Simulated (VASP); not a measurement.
# GaSb (F-43m) in VASP: notebook, part 2 of 2

VASP 6.6.1. The steps go on from the part before.

### 3 Single point, PBEsol

Input file INCAR:

```
SYSTEM = GaSb
PREC     = Accurate       ! precision mode
ENCUT    = 520            ! plane-wave cutoff, eV
EDIFF    = 1E-6           ! SCF threshold, eV
ISMEAR   = -1             ! smearing method
SIGMA    = 0.005          ! smearing width, eV
LREAL    = .False.        ! projectors in reciprocal space
LASPH    = .True.         ! aspherical terms in the spheres
NELM     = 100            ! most SCF steps
ALGO     = Normal         ! electronic algorithm
ISIF     = 2              ! what is computed and relaxed
LWAVE    = .False.        ! write WAVECAR
LCHARG   = .False.        ! write CHGCAR
GGA      = PS             ! functional
NBANDS   = 16             ! bands
```

Input file KPOINTS:

```
regular mesh
0
Gamma
  6 6 6
  0 0 0
```

Input file POSCAR:

```
GaSb
1.0
    0.0000000000      3.0590000000      3.0590000000
    3.0590000000      0.0000000000      3.0590000000
    3.0590000000      3.0590000000      0.0000000000
Sb Ga
1 1
Direct
    0.7500000000      0.7500000000      0.7500000000
    0.0000000000      0.0000000000      0.0000000000
```

Potentials or basis: VASP PAW PBE potentials, release 64 (Sb, Ga_d).

Launch:

```bash
> cat potpaw_PBE.64/Sb/POTCAR potpaw_PBE.64/Ga_d/POTCAR > POTCAR
> mpirun -np 1 vasp_std > vasp.out
```

It took 8.1 s on 1 thread of Intel Xeon 6975P-C (Granite Rapids), shared host; peak memory 0.17 GiB.

It converged, with:

* Free energy: -8.1218 eV
* Pressure: 0.0 GPa
* Band gap on the k mesh: zero (filled and empty bands touch)

Levels at points of the mesh, in eV from the Fermi level:
```csv
k point,band 7,band 8,band 9,band 10,band 11,band 12
"(0.00, 0.00, 0.00)",-0.01,0.00,0.00,0.00,2.75,2.75
"(0.50, 0.00, 0.00)",-6.40,-1.16,-1.16,0.34,3.71,3.71
"(0.50, 0.50, 0.00)",-6.84,-2.59,-2.59,0.83,1.15,8.66
```

Caveat: the PAW data sets were made with another functional, which shifts forces and pressure a little; spin-orbit coupling is left out, which moves the levels of the heavy elements.

### 4 Single point, PBEsol

This run uses another cell than the first one, of 27.48 Å³/atom, 0.960 times its volume.

Input file INCAR:

```
SYSTEM = GaSb
ALGO = Normal
EDIFF = 1E-7
ENCUT = 520
GGA = PS
ISIF = 2
ISMEAR = -1
LASPH = .TRUE.
LCHARG = .TRUE.
LELF = .TRUE.
LREAL = .FALSE.
LVHAR = .TRUE.
LWAVE = .FALSE.
NBANDS = 16
NELM = 100
PREC = Accurate
SIGMA = 0.05
```

Input file KPOINTS:

```
k-points
0
G
  8 8 8
  0 0 0
```

Input file POSCAR:

```
GaSb
1.0
    0.0000000000      3.0176570942      3.0176570942
    3.0176570942      0.0000000000      3.0176570942
    3.0176570942      3.0176570942      0.0000000000
Sb Ga
1 1
Direct
    0.7500000000      0.7500000000      0.7500000000
    0.0000000000      0.0000000000      0.0000000000
```

Launch:

```bash
> cat potpaw_PBE.64/Sb/POTCAR potpaw_PBE.64/Ga_d/POTCAR > POTCAR
> mpirun -np 1 vasp_std > vasp.out
```

Run time: 38 s. Hardware: 1 thread of Intel Xeon 8259CL, shared host; peak memory 0.19 GiB.

The run converged. Its results:

```yaml
Free_energy: -8.1335 eV
Pressure: 2.2 GPa
Band_gap_on_the_k_mesh: 0.28 eV, direct
```

Levels at points of the mesh, in eV from the valence-band top:
```csv
k point,band 5,band 6,band 7,band 8,band 9,band 10,band 11,band 12,band 13,band 14
"(0.00, 0.00, 0.00)",-15.03,-11.80,0.00,0.00,0.00,0.28,2.74,2.74,2.74,5.66
"(0.50, 0.00, 0.00)",-15.03,-10.06,-6.61,-1.23,-1.23,0.43,3.71,3.71,6.29,9.49
"(0.50, 0.50, 0.00)",-15.02,-9.17,-7.03,-2.73,-2.73,0.79,1.08,8.93,8.93,10.33
```

Caveat: the PAW data sets were made with another functional, which shifts forces and pressure a little; spin-orbit coupling is left out, which moves the levels of the heavy elements.

### 5 Single point, PBEsol

Input file INCAR:

```
PREC     = Accurate       # precision mode
ENCUT    = 520            # plane-wave cutoff, eV
EDIFF    = 1E-7           # SCF threshold, eV
ISMEAR   = -1             # smearing method
SIGMA    = 0.05           # smearing width, eV
LREAL    = False          # projectors in reciprocal space
LASPH    = True           # aspherical terms in the spheres
NELM     = 60             # most SCF steps
ALGO     = Normal         # electronic algorithm
ISIF     = 2              # what is computed and relaxed
LWAVE    = False          # write WAVECAR
LCHARG   = False          # write CHGCAR
GGA      = PS             # functional
NBANDS   = 16             # bands
```

Input file KPOINTS:

```
Automatic mesh
0
Gamma
  6 6 6
```

Input file POSCAR:

```
GaSb
1.0
    0.0000000000      3.0590000000      3.0590000000
    3.0590000000      0.0000000000      3.0590000000
    3.0590000000      3.0590000000      0.0000000000
Sb Ga
1 1
Direct
    0.7500000000      0.7500000000      0.7500000000
    0.0000000000      0.0000000000      0.0000000000
```

Launch:

```bash
> cat potpaw_PBE.64/Sb/POTCAR potpaw_PBE.64/Ga_d/POTCAR > POTCAR
> mpirun -np 1 vasp_std > vasp.out
```

Run time: 17 s. Hardware: 1 thread of Intel Xeon Platinum 8259CL at 2.50GHz (Skylake/Cascade Lake), shared host; peak memory 0.18 GiB.

Results (log left out):

```yaml
Free_energy: -8.1227 eV
Pressure: 0.0 GPa
Band_gap_on_the_k_mesh: zero (filled and empty bands touch)
```

Levels at points of the mesh, in eV from the Fermi level:
```csv
k point,band 5,band 6,band 7,band 8,band 9,band 10,band 11,band 12,band 13,band 14
"(0.00, 0.00, 0.00)",-15.01,-11.56,-0.06,-0.05,-0.05,-0.05,2.70,2.70,2.70,5.57
"(0.50, 0.00, 0.00)",-15.01,-9.92,-6.45,-1.21,-1.21,0.29,3.66,3.66,6.26,9.20
"(0.50, 0.50, 0.00)",-15.00,-9.09,-6.89,-2.64,-2.64,0.78,1.10,8.61,8.61,9.93
```

Caveat: the PAW data sets were made with another functional, which shifts forces and pressure a little; spin-orbit coupling is left out, which moves the levels of the heavy elements.

### 6 Single point, LDA

This run uses another cell than the first one, of 29.77 Å³/atom, 1.040 times its volume.

Input file INCAR:

```
PREC = Accurate
ENCUT = 520
EDIFF = 1E-6
ISMEAR = -1
SIGMA = 0.05
LREAL = False
LASPH = True
NELM = 60
ALGO = Normal
ISIF = 2
LWAVE = False
LCHARG = False
NBANDS = 16
```

Input file KPOINTS:

```
regular mesh
0
Gamma
  8 8 8
```

Input file POSCAR:

```
GaSb
1.0
    0.0000000000      3.0992546163      3.0992546163
    3.0992546163      0.0000000000      3.0992546163
    3.0992546163      3.0992546163      0.0000000000
Sb Ga
1 1
Direct
    0.7500000000      0.7500000000      0.7500000000
    0.0000000000      0.0000000000      0.0000000000
```

Potentials or basis: VASP PAW LDA potentials, release 64 (Sb, Ga_d).

Launch:

```bash
> cat potpaw_LDA.64/Sb/POTCAR potpaw_LDA.64/Ga_d/POTCAR > POTCAR
> mpirun -np 1 vasp_std > vasp.out
```

Wall time 38 s (1 thread of AMD EPYC 7R13, shared host); peak memory 0.15 GiB.

The run converged. Its results:

- Free energy: -8.6234 eV
- Pressure: -3.3 GPa
- Band gap on the k mesh: zero (filled and empty bands touch)

Levels at points of the mesh, in eV from the Fermi level:
```csv
k point,band 6,band 7,band 8,band 9,band 10,band 11,band 12,band 13
"(0.00, 0.00, 0.00)",-11.29,-0.43,-0.03,-0.03,-0.03,2.72,2.72,2.72
"(0.50, 0.00, 0.00)",-9.76,-6.25,-1.12,-1.12,0.18,3.68,3.68,6.29
"(0.50, 0.50, 0.00)",-9.00,-6.71,-2.48,-2.48,0.83,1.20,8.29,8.29
```

Caveat: spin-orbit coupling is left out, which moves the levels of the heavy elements.

### 7 The runs side by side

| level | potentials or basis | cell | k mesh | smearing | gap on the mesh (eV) | pressure (GPa) |
| --- | --- | --- | --- | --- | --- | --- |
| PBEsol | VASP PAW PBE potentials, release 64 (Sb, Ga_d) | a = 4.326 Å, angles 60.0°, 2 atoms | 6 × 6 × 6 | fermi-dirac 0.01 eV | none | 0.0 |
| PBEsol | VASP PAW PBE potentials, release 64 (Sb, Ga_d) | a = 4.326 Å, angles 60.0°, 2 atoms | 6 × 6 × 6 | fermi-dirac 0.005 eV | none | 0.0 |
| PBEsol | VASP PAW PBE potentials, release 64 (Sb, Ga_d) | a = 4.268 Å, angles 60.0°, 2 atoms | 8 × 8 × 8 | fermi-dirac 0.05 eV | 0.28 | 2.2 |
| PBEsol | VASP PAW PBE potentials, release 64 (Sb, Ga_d) | a = 4.326 Å, angles 60.0°, 2 atoms | 6 × 6 × 6 | fermi-dirac 0.05 eV | none | 0.0 |
| LDA | VASP PAW LDA potentials, release 64 (Sb, Ga_d) | a = 4.383 Å, angles 60.0°, 2 atoms | 8 × 8 × 8 | fermi-dirac 0.05 eV | none | -3.3 |

Alike in all rows: task single point; no spin polarisation; cutoff (eV) 520.

Caveats: spin-orbit coupling is left out, which moves the levels of the heavy elements; the PAW data sets were made with another functional, which shifts forces and pressure a little (some runs).

Total energies depend on the potentials used, so only differences within one code and one set of settings carry meaning.

### 8 How close it comes

Step 2. Against the measured gap of GaSb, 0.811 eV (direct; 4.2 K; a printed reference work, data compilation), the calculated 0.00 eV is off by -0.81 eV. Spin-orbit coupling on Ga, Sb is left out. The value is that of PBEsol on a finite k mesh, which can miss the band edges, without temperature or zero-point motion. Semilocal functionals fall short of measured gaps as a rule.

Step 3. Against the measured gap of GaSb, 0.811 eV (direct; 4.2 K; a printed reference work, data compilation), the calculated 0.00 eV is off by -0.81 eV. Spin-orbit coupling on Ga, Sb is left out. The value is that of PBEsol on a finite k mesh, which can miss the band edges, without temperature or zero-point motion. Semilocal functionals fall short of measured gaps as a rule.

Step 4. A measured gap of GaSb is 0.811 eV (direct; 4.2 K; a printed reference work, data compilation); the calculated 0.28 eV misses it by -0.53 eV. Spin-orbit coupling on Ga, Sb is left out. The value is that of PBEsol on a finite k mesh, which can miss the band edges, without temperature or zero-point motion. Semilocal functionals fall short of measured gaps as a rule.

Step 5. Measured gap of GaSb: 0.811 eV (direct; 4.2 K; a printed reference work, data compilation). This calculation gives 0.00 eV (-0.81 eV). Spin-orbit coupling on Ga, Sb is left out. The value is that of PBEsol on a finite k mesh, which can miss the band edges, without temperature or zero-point motion. Semilocal functionals fall short of measured gaps as a rule.
